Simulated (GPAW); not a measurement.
## Moving the functional in KMgF3

```xyz
5
Lattice="3.9859 0.0000 0.0000 0.0000 3.9859 0.0000 0.0000 0.0000 3.9859" Properties=species:S:1:pos:R:3 pbc="T T T"
K     1.9929    1.9929    1.9929
Mg    0.0000    0.0000    0.0000
F     0.0000    0.0000    1.9929
F     0.0000    1.9929    0.0000
F     1.9929    0.0000    0.0000
```

The cell comes from a database or a generator and needn't be the form met in nature.

Kept alike: task optical spectrum; k mesh 6 × 6 × 6; occupations fermi-dirac, width 0.001 eV; no spin polarisation. Program: GPAW, potentials by row: PAW data sets generated for this functional (AM05, PBEsol); the program's PAW data sets (release 1.2.1) made for this functional (LDA, RPBE); GPAW PAW data sets (gpaw-data 1.2.1) (PBE), cutoff 650 eV. The mesh is that of the run's cell of 5 atoms. No spin-orbit coupling.

| functional | band gap (eV) |
| --- | --- |
| AM05 | 7.315 |
| LDA | 6.964 |
| PBE | 7.324 |
| PBEsol | 7.134 |
| RPBE | 7.628 |

Runs of this series that gave no sound value for these columns are left out. A gap read on the mesh alone can miss an edge between its points.

Q: What does the functional change here?

A: The band gap runs from 6.964 (LDA) to 7.628 eV (RPBE). From PBE: AM05 -0.009; LDA -0.360; PBEsol -0.190; RPBE +0.304.
